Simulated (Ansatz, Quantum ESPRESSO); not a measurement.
Hf: programs and potentials compared

```xyz
1
Lattice="-1.8050 1.8050 1.8050 1.8050 -1.8050 1.8050 1.8050 1.8050 -1.8050" Properties=species:S:1:pos:R:3 pbc="T T T"
Hf    0.0000    0.0000    0.0000
```

This isn't the form of Hf at room conditions, which is hcp.

Alike in all runs: task band structure; functional LDA; k mesh 10 × 10 × 10; occupations fermi-dirac, width 0.05 eV; no spin polarisation; no spin-orbit coupling. LDA stands for any of its common fits. Pressure is positive in compression and, in plane waves, holds the error of the finite cutoff, which Ansatz's Pulay term estimates and takes out.

| program and potentials | plane-wave cutoff (eV) | notes | pressure (GPa) |
| --- | --- | --- | --- |
| Ansatz, Ansatz PAW | 420 | potentials made for PBE, which Ansatz adapts in part; 26 valence electrons an atom on average; Pulay term of +0.03 GPa included | -12.64 |
| Quantum ESPRESSO, PseudoDojo 0.4.1 SR LDA standard | 789 | 12 valence electrons an atom on average | -13.49 |
| Ansatz, all-electron LAPW, scalar-relativistic | - | - | ? |

Problem. Estimate from the other rows what the run with Ansatz, all-electron LAPW, scalar-relativistic gave.

Solution. Pressure -12.62 GPa. The other rows, which needn't bracket it: pressure -13.49 to -12.64.
